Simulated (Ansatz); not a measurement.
# GaP (F-43m) in Ansatz: further runs

The runs below take GaP through single point, with PBE, HSE06.

Program: Ansatz 0.2.0. These are calculated values, not measurements. Logs are shortened: lines on timing, memory, paths and dates and some standing lists are left out, and cuts for length are marked.

**Measured values to compare with.**

From “Stacking defects in GaP nanowires: Electronic structure and optical properties”, 2018, arxiv:1810.01194, for a bulk crystal of GaP at 10 K: band gap 2.34 eV (indirect).

How close the calculation comes is told below.

### Step 1. The structure

It takes space group F-43m (No. 216, cubic). Conventional cell: a = 5.451 Å, b = 5.451 Å, c = 5.451 Å, α = 90.00°, β = 90.00°, γ = 90.00°. Ga (site symmetry -43m) is surrounded by 4 P at 2.36 Å. P (site symmetry -43m) is surrounded by 4 Ga at 2.36 Å.

### Step 2. Single point, PBE

File input.yaml:

```yaml
crystal:
  lattice:
    - [0.0, 2.72525, 2.72525]
    - [2.72525, 0.0, 2.72525]
    - [2.72525, 2.72525, 0.0]
  atoms:
    - { symbol: Ga, position: [0.0, 0.0, 0.0] }
    - { symbol: P, position: [0.75, 0.75, 0.75] }
kpoints:
  mp_grid: { grid: [6, 6, 6] }
scf:
  occupations: { method: fermi_dirac, width: 0.05 }
hamiltonian:
  xc: pbe
  pseudopotentials: { kind: all_electron, datasets: crystal }
output:
  forces: true
  stress: true
  eigenvalues: true
  elf: true
  volumetric_format: npy
```

Potentials or basis: all-electron PAW datasets made for the crystal.

Started as:

```sh
$ ansatz run input.yaml --threads 1 --pin off --max-ram 3072MiB --backend cpu --events-out ev --progress --plain --runs-dir out
```

The program printed:

```text
Warning: RAYON_NUM_THREADS=1 ignored (pool sized by the plan → 1); use --threads N
hamiltonian.pseudopotentials.datasets: crystal makes datasets for this crystal and solves the spheres of its atoms anew in each pass: cutoff 240.0 eV, the density's 960.0 eV; for an error of 0.50 meV an atom under PBE, 1.0 meV for the cell; an energy difference from a run of another recipe may be off by several times the error for the cell, under r2SCAN by more, where some 0.1 meV an atom stays at smaller errors; P in spheres of 1.005 Å, 5 of its electrons in bands; Ga in spheres of 1.349 Å, 13 of its electrons in bands
Engine: ansatz 0.2.0, aarch64-unknown-linux-gnu
Pseudopotentials: kind: all_electron
Pseudopotential: Ga, paw, valence charge 13, recommended cutoff 240 eV (normal), crystal/all_electron/pbe/scalar/gaussian/Ga, Koelling and Harmon's equation, gaussian nucleus
Pseudopotential: P, paw, valence charge 5, recommended cutoff 240 eV (normal), crystal/all_electron/pbe/scalar/gaussian/P, Koelling and Harmon's equation, gaussian nucleus
Functional definition: PBE
  parameter kappa = 0.804
  parameter beta = 0.06672455060314922
  exchange = pbe_x(kappa = kappa, mu = beta*pi^2/3)
  correlation = pbe_c(beta = beta)
Crystal: 2 atoms, lattice volume = 40.481 Å³
Basis set: ecut = 240 eV, 331 PW (Γ), exchange–correlation on 40×40×40 points (8 copies of the dense FFT grid, shifted against one another)
Bands: 13, of which v1, the nominal top of the filled ones, is band 9 counted from 1 (8 counted from 0)
Symmetry: 24 space group operations
Space group: F-43m (ITA 216), of the structure as read, at distance tolerance 3.4e-5 Å
k-points: 16 of 216 (time reversal used)
Non-local potential: Ga, projectors of the file, l = 0: 1, l = 1: 1, l = 2: 2
Non-local potential: P, projectors of the file, l = 0: 1, l = 1: 1
PAW form: soft (Blöchl's): semilocal exchange-correlation on the pseudo side does not see the compensation charge
PAW one-centre angular grid: Ga, 590 points (default); XC on its mesh's 1911 points in the sphere
PAW one-centre angular grid: P, 110 points (default); XC on its mesh's 1887 points in the sphere
Initial density: superposition of atomic densities (neutral atoms: chi_scale 0, normalization atom)
Initial wavefunctions: pseudopotential atomic-orbital guess
Functional: x = pbe(κ = 0.804, μ = 0.2195149727645171), c = pbe(β = 0.06672455060314922)
iter 1 solved again at ethr=4.97e-3 eV; its pass at ethr=1.00e-1 eV (dr2=8.94e-1 eV) is discarded
SCF iter   1: F=—  HF=-62209.821272 eV  |F-HF|=—  |Δ(HF+E_count)|=         —  Δρ=4.29e-2  dr2=9.56e-1  ethr=4.97e-3  ⟨swp⟩=3.1  Hψ=1090  notcnv=0
preconditioner: auto → none  [insulator: Δε(μ)=1.948 eV  Ē_g=15.036 eV  σ=0.050 eV  W_gap=1.00  n_scr=14 (ndim 8)  ℏωp=24.8 eV  f_vac=0.002  D(μ)=0.00/eV (n_scr^D=0)  ε∞_Penn≈3.7]
SCF iter   2: F=—  HF=-62209.648932 eV  |F-HF|=—  |Δ(HF+E_count)|=   1.72e-1  Δρ=1.82e-2  dr2=9.04e-2  ethr=4.97e-3  ⟨swp⟩=3.1  Hψ=537  notcnv=0
SCF iter   3: F=—  HF=-62209.661850 eV  |F-HF|=—  |Δ(HF+E_count)|=   1.29e-2  Δρ=6.06e-3  dr2=1.68e-2  ethr=5.02e-4  ⟨swp⟩=2.9  Hψ=434  notcnv=0
iter 4 solved again at ethr=5.99e-7 eV; its pass at ethr=9.36e-5 eV (dr2=1.08e-4 eV) is discarded
SCF iter   4: F=—  HF=-62209.660088 eV  |F-HF|=—  |Δ(HF+E_count)|=   1.76e-3  Δρ=5.95e-4  dr2=1.08e-4  ethr=5.99e-7  ⟨swp⟩=3.0  Hψ=1057  notcnv=0
SCF iter   5: F=—  HF=-62209.660073 eV  |F-HF|=—  |Δ(HF+E_count)|=   1.50e-5  Δρ=2.22e-4  dr2=1.94e-5  ethr=5.99e-7  ⟨swp⟩=3.0  Hψ=496  notcnv=0
SCF iter   6: F=—  HF=-62209.660088 eV  |F-HF|=—  |Δ(HF+E_count)|=   1.46e-5  Δρ=1.06e-4  dr2=3.72e-6  ethr=1.08e-7  ⟨swp⟩=3.0  Hψ=436  notcnv=0
SCF iter   7: F=—  HF=-62209.660098 eV  |F-HF|=—  |Δ(HF+E_count)|=   1.01e-5  Δρ=5.25e-5  dr2=8.57e-7  ethr=2.07e-8  ⟨swp⟩=3.0  Hψ=419  notcnv=0
SCF iter   8: F=-62209.660102 eV  HF=-62209.660102 eV  |F-HF|=4.73e-8  |Δ(HF+E_count)|=   4.42e-6  Δρ=6.05e-6  dr2=1.08e-8  ethr=4.76e-9  ⟨swp⟩=3.0  Hψ=469  notcnv=0
SCF 1 converged in 8 iterations: F = -62209.660098 eV  dr2 = 1.08e-8
  Residual-converged pass: ⟨swp⟩=4.0  Hψ=557  notcnv=0  max |occ|·‖R‖ = 5.2e-6 eV (tolerance 5.3e-6 eV)  dr2=1.10e-8  dr2_onsite=5.79e-8  max |Δocc| = 1.9e-12
SCF converged after 8 iterations
Free energy (F): -62209.660098 eV
Harris-Foulkes:  -62209.660098 eV  (|F-HF|=4.73e-8)
Internal energy: -62209.660098 eV  (E = F + TS)
E sigma→0 (E₀):  -62209.660098 eV
Past the cutoff: the bands carry plane waves up to 1.75 times it, of which those up to 1.5 times it add -0.000308 eV an atom, each by itself; the spheres take 0.000334 eV an atom off the energy for waves past 1.75 times it
By the cutoff:   a pressure is off by up to 0.007 GPa (1.2 times the spheres' own share and the shells' term, over an atom's volume, and 0.004 GPa: a bound that held against runs at twice the plane waves)
Past the cutoffs: a stress includes 0.0016 GPa for waves and charges beyond them, in addition to the slope of what the spheres take
In the spheres:  the bands' charges fall short by 3.3e-7 e at most (sound up to 1e-3)
Fermi energy:    9.342533 eV
--- Per-component energies (eV) ---
  E_band       = -32.119179
  E_kinetic    = 124.578896
  E_local      = -1259.964236  (includes V_loc(G=0)·N_el)
  E_nonlocal   = -437.887785
  E_hartree    = 614.683374
  E_xc         = -87.335533
  E_vxc        = -110.073115  (∫ρ·V_xc dr)
  E_paw        = -64067.596512  (= ΣΔE_a)
  E_vpaw       = -3794.647538  (= ΣTr[D̂ρ^β])
  E_ewald      = -1312.644944
  E_smearing   = -0.000000  (= −TS)
  E_closure    = 4216.506641  (closes the sum)
  Σ components = -62209.660098   (vs F -62209.660098, Δ=-7.28e-12)
  The terms above E_closure are by the made datasets' own strengths, without shells solved beside the bands.
--- Forces (eV/Å), atoms counted from 1 ---
  atom   1  Ga    -0.00000000     0.00000000     0.00000000
  atom   2  P      0.00000000    -0.00000000     0.00000000
  max |Σ_I F_I| component: 9.25e-17 eV/Å
--- Stress (GPa, compression-positive) ---
        2.505990       0.000000       0.000000
        0.000000       2.505990       0.000000
       -0.000000       0.000000       2.505990
  P = ⅓ Tr σ = 2.5060 GPa (25.060 kbar)
--- Band table (eV; the first three rows and the last of 16) ---
  k-point 0: bands = ["-5.9961", "-5.9961", "-5.9961", "-5.8974", "-5.8974", "-3.9575", "8.5356", "8.5356", "8.5356", "10.3648", "12.4200"]
  k-point 1: bands = ["-6.0194", "-5.9883", "-5.9883", "-5.8972", "-5.8972", "-3.6009", "6.1492", "8.1648", "8.1648", "10.9512", "12.9683"]
  k-point 2: bands = ["-6.0603", "-5.9757", "-5.9757", "-5.8936", "-5.8936", "-2.6531", "3.3288", "7.6289", "7.6289", "10.4359", "13.3447"]
  k-point 15: bands = ["-6.1011", "-5.9501", "-5.9361", "-5.9176", "-5.8841", "-0.9208", "1.9297", "5.1607", "5.2731", "12.0128", "12.1836"]
```

Wall time 3 s (1 thread of Arm Neoverse V2, shared host); peak memory 0.35 GiB.

Results:

```
Free energy            : -62209.6601 eV
Pressure               : 2.5 GPa
Band gap on the k mesh : 1.65 eV, indirect (least direct gap 1.83 eV)
```

Levels at points of the mesh, in eV from the valence-band top:
| k point | band 6 | band 7 | band 8 | band 9 | band 10 | band 11 |
| --- | --- | --- | --- | --- | --- | --- |
| (0.00, 0.00, 0.00) | -12.49 | 0.00 | 0.00 | 0.00 | 1.83 | 3.88 |
| (0.00, 0.00, -0.50) | -10.43 | -6.63 | -1.12 | -1.12 | 1.67 | 4.71 |
| (0.00, -0.50, -0.50) | -9.52 | -6.76 | -2.68 | -2.68 | 1.65 | 1.82 |

### Step 3. Single point, HSE06

Edit input.yaml of step 2 so:

```diff
@@ -13,3 +13,3 @@
 hamiltonian:
-  xc: pbe
+  xc: hse06
   pseudopotentials: { kind: all_electron, datasets: crystal }
@@ -18,4 +18 @@
   stress: true
-  eigenvalues: true
-  elf: true
-  volumetric_format: npy
```

Potentials or basis: all-electron PAW datasets made for the crystal.

Started as:

```sh
$ ansatz run input.yaml --threads 1 --pin off --max-ram 3072MiB --backend cpu --events-out ev --progress --plain --runs-dir out
```

The program printed:

```text
Warning: RAYON_NUM_THREADS=1 ignored (pool sized by the plan → 1); use --threads N
hamiltonian.pseudopotentials.datasets: crystal makes datasets for this crystal and solves the spheres of its atoms anew in each pass: cutoff 270.0 eV, the density's 1080.0 eV;, for an error of 0.50 meV an atom under PBE, 1.0 meV for the cell; an energy difference from a run of another recipe may be off by several times the error for the cell, under r2SCAN by more, where some 0.1 meV an atom stays at smaller errors; P in spheres of 1.005 Å, 5 of its electrons in bands; Ga in spheres of 1.349 Å, 13 of its electrons in bands
[... 2 set-up lines as earlier in the session ...]
Pseudopotential: Ga, paw, valence charge 13, recommended cutoff 270 eV (normal), crystal/all_electron/pbe/scalar/gaussian/Ga, Koelling and Harmon's equation, gaussian nucleus
Pseudopotential: P, paw, valence charge 5, recommended cutoff 270 eV (normal), crystal/all_electron/pbe/scalar/gaussian/P, Koelling and Harmon's equation, gaussian nucleus
Functional definition: HSE06
  parameter a = 0.25
  parameter omega = 0.11/bohr
  exchange = pbe_x - a*pbe_x_sr(omega) + a*exact_x_sr(omega)
  correlation = pbe_c
Crystal: 2 atoms, lattice volume = 40.481 Å³
Basis set: ecut = 270 eV, 411 PW (Γ), exchange–correlation on 48×48×48 points (8 copies of the dense FFT grid, shifted against one another)
Bands: 13, of which v1, the nominal top of the filled ones, is band 9 counted from 1 (8 counted from 0)
[... 2 set-up lines as earlier in the session ...]
k-points: 16 of 216 (time reversal used)
[... 7 set-up lines as earlier in the session ...]
Functional: x = pbe(κ = 0.804, μ = 0.2195149727645171) + 0.25 (exact − pbe) at short range (hse, ω = 0.20786987370883472 Å⁻¹), c = pbe(β = 0.06672455060314922); HSE06 as pw.x's `hse` composes it (authors' and Libxc's form: `xc: wpbeh`)
iter 1 solved again at ethr=4.96e-3 eV; its pass at ethr=1.00e-1 eV (dr2=8.93e-1 eV) is discarded
SCF iter   1: F=—  HF=-62209.821511 eV  |F-HF|=—  |Δ(HF+E_count)|=         —  Δρ=4.29e-2  dr2=9.56e-1  ethr=4.96e-3  ⟨swp⟩=3.2  Hψ=1091  notcnv=0
preconditioner: auto → none  [insulator: Δε(μ)=1.948 eV  Ē_g=15.036 eV  σ=0.050 eV  W_gap=1.00  n_scr=14 (ndim 8)  ℏωp=24.8 eV  f_vac=0.003  D(μ)=0.00/eV (n_scr^D=0)]
SCF iter   2: F=—  HF=-62209.649182 eV  |F-HF|=—  |Δ(HF+E_count)|=   1.72e-1  Δρ=1.82e-2  dr2=9.03e-2  ethr=4.96e-3  ⟨swp⟩=3.1  Hψ=538  notcnv=0
SCF iter   3: F=—  HF=-62209.661624 eV  |F-HF|=—  |Δ(HF+E_count)|=   1.24e-2  Δρ=6.09e-3  dr2=1.64e-2  ethr=5.02e-4  ⟨swp⟩=2.9  Hψ=436  notcnv=0
iter 4 solved again at ethr=1.35e-6 eV; its pass at ethr=9.09e-5 eV (dr2=2.44e-4 eV) is discarded
SCF iter   4: F=—  HF=-62209.659834 eV  |F-HF|=—  |Δ(HF+E_count)|=   1.79e-3  Δρ=8.42e-4  dr2=2.36e-4  ethr=1.35e-6  ⟨swp⟩=2.9  Hψ=923  notcnv=0
SCF iter   5: F=—  HF=-62210.047914 eV  |F-HF|=—  |Δ(HF+E_count)|=         —  Δρ=4.72e-3  dr2=4.52e-3  ethr=1.31e-6  ⟨swp⟩=4.9  Hψ=929  notcnv=0  defer=5
SCF iter   6: F=—  HF=-62210.043476 eV  |F-HF|=—  |Δ(HF+E_count)|=   4.44e-3  Δρ=2.00e-3  dr2=1.35e-3  ethr=1.31e-6  ⟨swp⟩=4.2  Hψ=710  notcnv=0
SCF iter   7: F=—  HF=-62210.042282 eV  |F-HF|=—  |Δ(HF+E_count)|=   1.19e-3  Δρ=4.20e-4  dr2=3.77e-5  ethr=1.31e-6  ⟨swp⟩=3.3  Hψ=517  notcnv=0
SCF iter   8: F=—  HF=-62210.042369 eV  |F-HF|=—  |Δ(HF+E_count)|=   8.68e-5  Δρ=1.14e-4  dr2=3.30e-6  ethr=2.10e-7  ⟨swp⟩=3.1  Hψ=558  notcnv=0
SCF iter   9: F=—  HF=-62210.042401 eV  |F-HF|=—  |Δ(HF+E_count)|=   3.16e-5  Δρ=2.44e-5  dr2=1.36e-7  ethr=1.83e-8  ⟨swp⟩=3.1  Hψ=502  notcnv=0
SCF iter  10: F=—  HF=-62210.042395 eV  |F-HF|=—  |Δ(HF+E_count)|=   5.31e-6  Δρ=4.59e-6  dr2=1.22e-8  ethr=7.58e-10  ⟨swp⟩=2.4  Hψ=363  notcnv=0  defer=1
SCF iter  11: F=-62210.042396 eV  HF=-62210.042396 eV  |F-HF|=7.06e-10  |Δ(HF+E_count)|=   3.95e-7  Δρ=1.14e-6  dr2=8.07e-10  ethr=6.79e-11  ⟨swp⟩=3.0  Hψ=497  notcnv=0
SCF 1 converged in 11 iterations: F = -62210.042391 eV  dr2 = 8.07e-10
  Residual-converged pass: ⟨swp⟩=3.0  Hψ=403  notcnv=0  max |occ|·‖R‖ = 5.2e-6 eV (tolerance 5.3e-6 eV)  dr2=1.13e-9  dr2_onsite=8.32e-10  max |Δocc| = 2.0e-13
hybrid outer 1: dexx = +9.628e-12 eV
hybrid SCF converged: 1 outer / 11 inner (+0 warm-up), last move |dexx| = 9.63e-12 eV
Stability not checked: this state was not tested for a lower state beside it, because the functional holds exact exchange (a hybrid, or Hartree-Fock), whose exchange loop this test does not read (fock_operator; see scf.lower_state_search)
Free energy (F): -62210.042391 eV
Harris-Foulkes:  -62210.042391 eV  (|F-HF|=7.06e-10)
Internal energy: -62210.042391 eV  (E = F + TS)
E sigma→0 (E₀):  -62210.042391 eV
Past the cutoff: the bands carry plane waves up to 1.75 times it, of which those up to 1.5 times it add -0.000190 eV an atom, each by itself; the spheres take 0.000306 eV an atom off the energy for waves past 1.75 times it
Past the cutoffs: a stress includes 0.0003 GPa for waves and charges beyond them, in addition to the slope of what the spheres take
In the spheres:  the bands' charges fall short by 4.1e-6 e at most (sound up to 1e-3)
Fermi energy:    9.236125 eV
--- Per-component energies (eV) ---
  E_band       = -69.328710
  E_kinetic    = 123.224375
  E_local      = -1260.024532  (includes V_loc(G=0)·N_el)
  E_nonlocal   = -441.391413
  E_hartree    = 615.006488
  E_xc         = -71.271483
  E_vxc        = -88.625264  (∫ρ·V_xc dr)
  E_exx        = -56.276687  (= α·E_x^exact, valence–valence)
  E_paw        = -63971.689973  (= ΣΔE_a)
  E_vpaw       = -3684.997054  (= ΣTr[D̂ρ^β])
  E_ewald      = -1312.644944
  E_smearing   = -0.000000  (= −TS)
  E_closure    = 4165.025778  (closes the sum)
  Σ components = -62210.042391   (vs F -62210.042391, Δ=7.28e-12)
  The terms above E_closure are by the made datasets' own strengths, without shells solved beside the bands.
--- Forces (eV/Å), atoms counted from 1 ---
  atom   1  Ga    -0.00000000     0.00000000     0.00000000
  atom   2  P      0.00000000    -0.00000000    -0.00000000
  max |Σ_I F_I| component: 9.25e-17 eV/Å
--- Stress (GPa, compression-positive) ---
        0.743296       0.000000      -0.000000
       -0.000000       0.743296       0.000000
       -0.000000       0.000000       0.743296
  P = ⅓ Tr σ = 0.7433 GPa (7.433 kbar)
--- Band table (eV; the first three rows and the last of 16) ---
  k-point 0: bands = ["-8.9818", "-8.9818", "-8.9818", "-8.8809", "-8.8809", "-5.6861", "8.0926", "8.0926", "8.0926", "10.8993"]
  k-point 1: bands = ["-8.9966", "-8.9746", "-8.9746", "-8.8808", "-8.8808", "-5.3045", "5.5840", "7.6997", "7.6997", "11.4318"]
  k-point 2: bands = ["-9.0250", "-8.9626", "-8.9626", "-8.8783", "-8.8783", "-4.2812", "2.4425", "7.1153", "7.1153", "10.8551"]
  k-point 15: bands = ["-9.0607", "-8.9398", "-8.9252", "-8.9002", "-8.8695", "-2.4120", "0.9494", "4.4195", "4.5681", "12.3195"]
```

Wall time 1.7 min (1 thread of Arm Neoverse V2, shared host); peak memory 0.65 GiB.

Results:

| Quantity | Value |
| --- | --- |
| Free energy | -62210.0424 eV |
| Pressure | 0.7 GPa |
| Band gap on the k mesh | 2.29 eV, indirect (least direct gap 2.81 eV) |

### Step 4. How close it comes

Step 2. Against the measured gap of GaP, 2.34 eV (indirect; 10 K; quoted in “Stacking defects in GaP nanowires: Electronic structure and optical properties”, 2018, arxiv:1810.01194), the calculated 1.65 eV is off by -0.69 eV. Spin-orbit coupling on Ga is left out. The value is that of PBE on a finite k mesh, which can miss the band edges, without temperature or zero-point motion. Semilocal functionals fall short of measured gaps as a rule.

Step 3. Against the measured gap of GaP, 2.34 eV (indirect; 10 K; quoted in “Stacking defects in GaP nanowires: Electronic structure and optical properties”, 2018, arxiv:1810.01194), the calculated 2.29 eV is off by -0.05 eV. Spin-orbit coupling on Ga is left out. The value is that of HSE06 on a finite k mesh, which can miss the band edges, without temperature or zero-point motion.
